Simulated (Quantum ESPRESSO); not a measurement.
# Ge (Fd-3m) in Quantum ESPRESSO: a series of runs, part 2 of 4

Quantum ESPRESSO 7.5. Earlier steps stand in the parts before.

## Step 3: Phonons, PBE

File pw.in:

```
&CONTROL
  calculation = 'scf'
  prefix = 'pwscf'
  outdir = './tmp'
  pseudo_dir = './pseudo'
  tprnfor = .true.
  tstress = .true.
  disk_io = 'low'
/
&SYSTEM
  ibrav = 0
  A = 4.00068289
  nat = 2
  ntyp = 1
  ecutwfc = 78
  nbnd = 21
  occupations = 'smearing'
  smearing = 'mv'
  degauss = 0.01469973
/
&ELECTRONS
  conv_thr = 4d-10
  electron_maxstep = 120
  mixing_beta = 0.5
/
ATOMIC_SPECIES
Ge    72.6300 Ge.upf
CELL_PARAMETERS alat
   0.0000000000    0.7071067810    0.7071067810
   0.7071067810    0.0000000000    0.7071067810
   0.7071067810    0.7071067810    0.0000000000
ATOMIC_POSITIONS alat
Ge     1.0606601714    1.0606601714    1.0606601714
Ge     0.7071067810    0.7071067810    0.7071067810
K_POINTS automatic
8 8 8 0 0 0
```

File relax.in:

```
&CONTROL
  calculation = 'vc-relax'
  prefix = 'pwscf'
  outdir = './tmp'
  pseudo_dir = './pseudo'
  tprnfor = .true.
  tstress = .true.
  disk_io = 'low'
  nstep = 40
  forc_conv_thr = 0.0001
  etot_conv_thr = 1d-06
/
&SYSTEM
  ibrav = 0
  A = 4.00068289
  nat = 2
  ntyp = 1
  ecutwfc = 78
  nbnd = 21
  occupations = 'smearing'
  smearing = 'mv'
  degauss = 0.01469973
/
&ELECTRONS
  conv_thr = 4d-10
  electron_maxstep = 120
  mixing_beta = 0.5
/
&IONS
  ion_dynamics = 'bfgs'
/
&CELL
  cell_dynamics = 'bfgs'
  press = 0
  press_conv_thr = 0.2
/
ATOMIC_SPECIES
Ge    72.6300 Ge.upf
CELL_PARAMETERS alat
   0.0000000000    0.7071067810    0.7071067810
   0.7071067810    0.0000000000    0.7071067810
   0.7071067810    0.7071067810    0.0000000000
ATOMIC_POSITIONS alat
Ge     1.0606601714    1.0606601714    1.0606601714
Ge     0.7071067810    0.7071067810    0.7071067810
K_POINTS automatic
8 8 8 0 0 0
```

File scf2.in:

```
&CONTROL
  calculation = 'scf'
  prefix = 'pwscf'
  outdir = './tmp'
  pseudo_dir = './pseudo'
  tprnfor = .true.
  tstress = .true.
  disk_io = 'low'
/
&SYSTEM
  ibrav = 0
  A = 4.07181848
  nat = 2
  ntyp = 1
  ecutwfc = 78
  nbnd = 21
  occupations = 'smearing'
  smearing = 'mv'
  degauss = 0.01469973
/
&ELECTRONS
  conv_thr = 1d-13
  electron_maxstep = 120
  mixing_beta = 0.5
  startingpot = 'file'
  startingwfc = 'file'
/
ATOMIC_SPECIES
Ge    72.6300 Ge.upf
CELL_PARAMETERS alat
   0.0000000000    0.7071067809    0.7071067809
   0.7071067809    0.0000000000    0.7071067809
   0.7071067809    0.7071067809    0.0000000000
ATOMIC_POSITIONS alat
Ge     1.0606601714    1.0606601714    1.0606601712
Ge     0.7071067809    0.7071067809    0.7071067808
K_POINTS automatic
8 8 8 0 0 0
```

File ph.in:

```
phonons of Ge
&INPUTPH
  prefix = 'pwscf'
  outdir = './tmp'
  tr2_ph = 1d-18
  fildyn = 'dyn'
  niter_ph = 90
  alpha_mix(1) = 0.4
/
0.0000000000 0.0000000000 0.0000000000
```

File dynmat.in:

```
&INPUT
  fildyn = 'dyn'
  asr = 'crystal'
  filout = 'dynmat.disp'
  fileig = 'dynmat.eig'
/
```

Potentials or basis: PseudoDojo 0.4.1 SR PBE standard.

The run is started by

```console
$ OMP_NUM_THREADS=1 mpirun -n 4 pw.x -nk 4 -in pw.in > pw.out
$ OMP_NUM_THREADS=1 mpirun -n 4 pw.x -nk 4 -in relax.in > relax.out
$ OMP_NUM_THREADS=1 mpirun -n 4 pw.x -nk 4 -in scf2.in > scf2.out
$ OMP_NUM_THREADS=1 mpirun -n 4 ph.x -nk 4 -in ph.in > ph.out
$ OMP_NUM_THREADS=1 mpirun -n 1 dynmat.x -in dynmat.in > dynmat.out
```

pw.out:

```text
This program is part of the open-source Quantum ESPRESSO suite
     for quantum simulation of materials; please cite
[... 6 lines left out ...]
     using ibrav=0 with symmetry is DISCOURAGED, use correct ibrav instead

     K-points division:     npool     =       4
     Subspace diagonalization in iterative solution of the eigenvalue problem:
     a serial algorithm will be used

     G-vector sticks info
     --------------------
     sticks:   dense  smooth     PW     G-vecs:    dense   smooth      PW
     Sum        1237    1237    361                28475    28475    4573

     Using Slab Decomposition

     bravais-lattice index     =            0
     lattice parameter (alat)  =       7.5602  a.u.
     unit-cell volume          =     305.5512 (a.u.)^3
     number of atoms/cell      =            2
     number of atomic types    =            1
     number of electrons       =        28.00
     number of Kohn-Sham states=           21
     kinetic-energy cutoff     =      78.0000  Ry
     charge density cutoff     =     312.0000  Ry
     scf convergence threshold =      4.0E-10
     mixing beta               =       0.5000
     number of iterations used =            8  plain     mixing
     Exchange-correlation= PBE
                           (   1   4   3   4   0   0   0)

[... 69 lines left out ...]

     Initial potential from superposition of free atoms

     starting charge      27.9984, renormalised to      28.0000
     Starting wfcs are   18 randomized atomic wfcs +    3 random wfcs

     Self-consistent Calculation

     iteration #  1     ecut=    78.00 Ry     beta= 0.50
     Davidson diagonalization with overlap
     ethr =  1.00E-02,  avg # of iterations =  5.2

     Threshold (ethr) on eigenvalues was too large:
     Diagonalizing with lowered threshold

     Davidson diagonalization with overlap
     ethr =  1.20E-04,  avg # of iterations =  3.4
     Minimization algorithm failed to find Fermi energy: reverting to bisection
     Possible cause: smearing is larger than the electronic band-gap.

     total energy              =    -357.28265154 Ry
     estimated scf accuracy    <       0.03425794 Ry

     iteration #  2     ecut=    78.00 Ry     beta= 0.50
     Davidson diagonalization with overlap
     ethr =  1.22E-04,  avg # of iterations =  1.0
[... 46 lines left out ...]
     iteration #  9     ecut=    78.00 Ry     beta= 0.50
     Davidson diagonalization with overlap
     ethr =  2.54E-12,  avg # of iterations =  2.0

     End of self-consistent calculation

          k = 0.0000 0.0000 0.0000 (  3527 PWs)   bands (ev):

   -15.3097 -15.3097 -15.3097 -15.2750 -15.2750 -15.0641 -15.0641 -15.0641
   -15.0519 -15.0519  -3.2168   9.5551   9.5551   9.5551   9.5869  12.1085
    12.1085  12.1085  15.9922  18.9894  18.9894
[... 165 lines left out ...]
   -15.3573 -15.3573 -15.2164 -15.2164 -15.1684 -15.1684 -15.1361 -15.1361
   -14.9977 -14.9977   0.7662   0.7662   5.6534   5.6534  13.8818  13.8818
    14.2718  14.2718  20.5757  20.5757  22.5385

     the Fermi energy is     9.4830 ev

!    total energy              =    -357.28267250 Ry
     estimated scf accuracy    <          4.5E-11 Ry
     smearing contrib. (-TS)   =       0.00023399 Ry
     internal energy E=F+TS    =    -357.28290649 Ry

     The total energy is F=E-TS. E is the sum of the following terms:
     one-electron contribution =    -183.18163759 Ry
     hartree contribution      =     110.71951256 Ry
     xc contribution           =     -87.32002327 Ry
     ewald contribution        =    -197.50075819 Ry

     convergence has been achieved in   9 iterations

     Forces acting on atoms (cartesian axes, Ry/au):

     atom    1 type  1   force =     0.00000000    0.00000000   -0.00000000
     atom    2 type  1   force =    -0.00000000   -0.00000000    0.00000000

     Total force =     0.000000     Total SCF correction =     0.000000

     Computing stress (Cartesian axis) and pressure

          total   stress  (Ry/bohr**3)                   (kbar)     P=       36.42
   0.00024756  -0.00000000  -0.00000000           36.42       -0.00       -0.00
  -0.00000000   0.00024756  -0.00000000           -0.00       36.42       -0.00
  -0.00000000  -0.00000000   0.00024756           -0.00       -0.00       36.42

=------------------------------------------------------------------------------=
   JOB DONE.
=------------------------------------------------------------------------------=
```

relax.out:

```text
This program is part of the open-source Quantum ESPRESSO suite
     for quantum simulation of materials; please cite
[... 6 lines left out ...]
     using ibrav=0 with symmetry is DISCOURAGED, use correct ibrav instead

     K-points division:     npool     =       4
[... 1927 lines left out ...]
   0.00000971   0.00000000   0.00000000            1.43        0.00        0.00
   0.00000000   0.00000971  -0.00000000            0.00        1.43       -0.00
   0.00000000   0.00000000   0.00000971            0.00        0.00        1.43

=------------------------------------------------------------------------------=
   JOB DONE.
=------------------------------------------------------------------------------=
```

Wall time 3 min (4 MPI ranks of Intel Xeon 6975P-C (Granite Rapids), shared host); peak memory 0.52 GiB.

Results:

```
Free energy                            : -4861.1067 eV
Relaxed volume                         : 23.87 Å³/atom
Relaxed cell                           : a = 4.072 Å, b = 4.072 Å, c = 4.072 Å, α = 60.00°, β = 60.00°, γ = 60.00°
Space group after relaxing (to 0.05 Å) : Fd-3m (No. 227)
Pressure after relaxing                : 0.1 GPa
Band gap on the k mesh                 : none (metal or under the smearing width)
Highest phonon frequency at Γ          : 265 cm⁻¹
```

The path:
| step | energy change (eV) | largest force (eV/Å) | pressure (GPa) | volume (Å³) |
| --- | --- | --- | --- | --- |
| 1 | 0.0000 | 0.0000 | 3.64 | 45.28 |
| 2 | -0.0156 | 0.0000 | 2.29 | 46.12 |
| 3 | -0.0250 | 0.0000 | 0.93 | 47.07 |
| 4 | -0.0270 | 0.0000 | 0.01 | 47.73 |
| 5 | -0.0270 | 0.0000 | 0.00 | 47.74 |

Final structure:
```
CELL_PARAMETERS angstrom
0.00000 2.87921 2.87921
2.87921 0.00000 2.87921
2.87921 2.87921 0.00000
ATOMIC_POSITIONS crystal
Ge 0.75000 0.75000 0.75000
Ge 0.50000 0.50000 0.50000
```

Levels at points of the mesh, in eV from the Fermi level:
```
             k point  band 10  band 11  band 12  band 13  band 14  band 15  band 16  band 17  band 18  band 19
  (0.00, 0.00, 0.00)   -24.45   -12.26    -0.33     0.12     0.12     0.12     2.64     2.64     2.64     6.42
 (0.00, 0.00, -0.50)   -24.42   -10.30    -7.25    -1.21    -1.21     0.14     3.83     3.83     7.23    10.35
(0.00, -0.50, -0.50)   -24.41    -8.58    -8.58    -2.78    -2.78     0.93     0.93     9.20     9.20    11.21
```

Phonon frequencies in cm⁻¹ (negative: imaginary):
```tsv
q point	frequencies
(0.000, 0.000, 0.000)	-2 -2 -2 265 265 265
```

Optical modes at Γ, degenerate ones joined:
| cm⁻¹ | components | symmetry | active in |
| --- | --- | --- | --- |
| 265 | 3 | T2g | Raman |

## Step 4: Phonons, PBEsol

pw.in is that of step 3.

relax.in is that of step 3.

File scf2.in:

```
&CONTROL
  calculation = 'scf'
  prefix = 'pwscf'
  outdir = './tmp'
  pseudo_dir = './pseudo'
  tprnfor = .true.
  tstress = .true.
  disk_io = 'low'
/
&SYSTEM
  ibrav = 0
  A = 4.0110987
  nat = 2
  ntyp = 1
  ecutwfc = 78
  nbnd = 21
  occupations = 'smearing'
  smearing = 'mv'
  degauss = 0.01469973
/
&ELECTRONS
  conv_thr = 1d-13
  electron_maxstep = 120
  mixing_beta = 0.5
  startingpot = 'file'
  startingwfc = 'file'
/
ATOMIC_SPECIES
Ge    72.6300 Ge.upf
CELL_PARAMETERS alat
   0.0000000000    0.7071067807    0.7071067807
   0.7071067807    0.0000000000    0.7071067807
   0.7071067807    0.7071067807    0.0000000000
ATOMIC_POSITIONS alat
Ge     1.0606601711    1.0606601711    1.0606601709
Ge     0.7071067807    0.7071067807    0.7071067806
K_POINTS automatic
8 8 8 0 0 0
```

ph.in is that of step 3.

dynmat.in is that of step 3.

Potentials or basis: PseudoDojo 0.4.1 SR PBEsol standard.

The run is started by

```console
$ OMP_NUM_THREADS=1 mpirun -n 4 pw.x -nk 4 -in pw.in > pw.out
$ OMP_NUM_THREADS=1 mpirun -n 4 pw.x -nk 4 -in relax.in > relax.out
$ OMP_NUM_THREADS=1 mpirun -n 4 pw.x -nk 4 -in scf2.in > scf2.out
$ OMP_NUM_THREADS=1 mpirun -n 4 ph.x -nk 4 -in ph.in > ph.out
$ OMP_NUM_THREADS=1 mpirun -n 1 dynmat.x -in dynmat.in > dynmat.out
```

pw.out:

```text
This program is part of the open-source Quantum ESPRESSO suite
     for quantum simulation of materials; please cite
[... 6 lines left out ...]
     using ibrav=0 with symmetry is DISCOURAGED, use correct ibrav instead

     K-points division:     npool     =       4
     Subspace diagonalization in iterative solution of the eigenvalue problem:
     a serial algorithm will be used

     G-vector sticks info
     --------------------
     sticks:   dense  smooth     PW     G-vecs:    dense   smooth      PW
     Sum        1237    1237    361                28475    28475    4573

     Using Slab Decomposition

     bravais-lattice index     =            0
     lattice parameter (alat)  =       7.5602  a.u.
     unit-cell volume          =     305.5512 (a.u.)^3
     number of atoms/cell      =            2
     number of atomic types    =            1
     number of electrons       =        28.00
     number of Kohn-Sham states=           21
     kinetic-energy cutoff     =      78.0000  Ry
     charge density cutoff     =     312.0000  Ry
     scf convergence threshold =      4.0E-10
     mixing beta               =       0.5000
     number of iterations used =            8  plain     mixing
     Exchange-correlation= PBESOL
                           (   1   4  10   8   0   0   0)

     celldm(1)=   7.560195  celldm(2)=   0.000000  celldm(3)=   0.000000
     celldm(4)=   0.000000  celldm(5)=   0.000000  celldm(6)=   0.000000

[... 8 lines left out ...]
               b(3) = (  0.707107  0.707107 -0.707107 )

[... 53 lines left out ...]
        k(   29) = (  -0.7071068   0.3535534   0.0000000), wk =   0.0234375

     Dense  grid:    28475 G-vectors     FFT dimensions: (  48,  48,  48)

     Initial potential from superposition of free atoms

     starting charge      27.9985, renormalised to      28.0000
     Starting wfcs are   18 randomized atomic wfcs +    3 random wfcs

     Self-consistent Calculation

     iteration #  1     ecut=    78.00 Ry     beta= 0.50
     Davidson diagonalization with overlap
     ethr =  1.00E-02,  avg # of iterations =  5.1

     Threshold (ethr) on eigenvalues was too large:
     Diagonalizing with lowered threshold

     Davidson diagonalization with overlap
     ethr =  1.16E-04,  avg # of iterations =  3.5

     total energy              =    -356.80668650 Ry
     estimated scf accuracy    <       0.03335948 Ry
[... 50 lines left out ...]
     iteration #  9     ecut=    78.00 Ry     beta= 0.50
     Davidson diagonalization with overlap
     ethr =  2.18E-12,  avg # of iterations =  1.0

     End of self-consistent calculation

          k = 0.0000 0.0000 0.0000 (  3527 PWs)   bands (ev):

   -15.4362 -15.4362 -15.4362 -15.4004 -15.4004 -15.1892 -15.1892 -15.1892
   -15.1767 -15.1767  -3.3781   9.4000   9.4153   9.4153   9.4153  11.9500
    11.9500  11.9500  15.6531  18.8470  18.8470
[... 165 lines left out ...]
   -15.4839 -15.4839 -15.3422 -15.3422 -15.2936 -15.2936 -15.2614 -15.2614
   -15.1227 -15.1227   0.6138   0.6138   5.4818   5.4818  13.7050  13.7050
    14.0538  14.0538  20.3849  20.3849  22.3442

     the Fermi energy is     9.3287 ev

!    total energy              =    -356.80622281 Ry
     estimated scf accuracy    <          8.0E-11 Ry
     smearing contrib. (-TS)   =       0.00022674 Ry
     internal energy E=F+TS    =    -356.80644955 Ry

     The total energy is F=E-TS. E is the sum of the following terms:
     one-electron contribution =    -183.52286027 Ry
     hartree contribution      =     110.60188601 Ry
     xc contribution           =     -86.38471711 Ry
     ewald contribution        =    -197.50075819 Ry

     convergence has been achieved in   9 iterations

     Forces acting on atoms (cartesian axes, Ry/au):

     atom    1 type  1   force =    -0.00000000    0.00000000   -0.00000000
     atom    2 type  1   force =     0.00000000   -0.00000000    0.00000000

     Total force =     0.000000     Total SCF correction =     0.000000

     Computing stress (Cartesian axis) and pressure

          total   stress  (Ry/bohr**3)                   (kbar)     P=        5.30
   0.00003605  -0.00000000  -0.00000000            5.30       -0.00       -0.00
  -0.00000000   0.00003605  -0.00000000           -0.00        5.30       -0.00
  -0.00000000  -0.00000000   0.00003605           -0.00       -0.00        5.30

=------------------------------------------------------------------------------=
   JOB DONE.
=------------------------------------------------------------------------------=
```

scf2.out:

```text
This program is part of the open-source Quantum ESPRESSO suite
     for quantum simulation of materials; please cite
[... 6 lines left out ...]
     using ibrav=0 with symmetry is DISCOURAGED, use correct ibrav instead

     K-points division:     npool     =       4
[... 319 lines left out ...]
   0.00000084   0.00000000   0.00000000            0.12        0.00        0.00
   0.00000000   0.00000084   0.00000000            0.00        0.12        0.00
  -0.00000000   0.00000000   0.00000084           -0.00        0.00        0.12

=------------------------------------------------------------------------------=
   JOB DONE.
=------------------------------------------------------------------------------=
```

Run time: 2.9 min. Hardware: 4 MPI ranks of Intel Xeon 6975P-C (Granite Rapids), shared host; peak memory 0.52 GiB.

What came out:

| Property | Result |
| --- | --- |
| Free energy | -4854.5966 eV |
| Relaxed volume | 22.82 Å³/atom |
| Relaxed cell | a = 4.011 Å, b = 4.011 Å, c = 4.011 Å, α = 60.00°, β = 60.00°, γ = 60.00° |
| Space group after relaxing (to 0.05 Å) | Fd-3m (No. 227) |
| Pressure after relaxing | 0.0 GPa |
| Band gap on the k mesh | none (metal or under the smearing width) |
| Highest phonon frequency at Γ | 281 cm⁻¹ |

Step by step:
```csv
step,energy change (eV),largest force (eV/Å),pressure (GPa),volume (Å³)
1,0.0000,0.0000,0.53,45.28
2,-0.0003,0.0000,0.35,45.40
3,-0.0005,0.0000,0.14,45.54
4,-0.0006,0.0000,0.00,45.63
5,-0.0006,0.0000,0.00,45.63
```

Final structure:
```xyz
2
Lattice="0.0000 2.8363 2.8363 2.8363 0.0000 2.8363 2.8363 2.8363 0.0000" Properties=species:S:1:pos:R:3 pbc="T T T"
Ge    4.2544    4.2544    4.2544
Ge    2.8363    2.8363    2.8363
```

Phonon frequencies in cm⁻¹ (negative: imaginary):
| q point | frequencies |
| --- | --- |
| (0.000, 0.000, 0.000) | -16 -16 -16 281 281 281 |

Optical modes at Γ, degenerate ones joined:
| cm⁻¹ | components | symmetry | active in |
| --- | --- | --- | --- |
| 281 | 3 | T2g | Raman |

(Continued in part 3 of 4.)
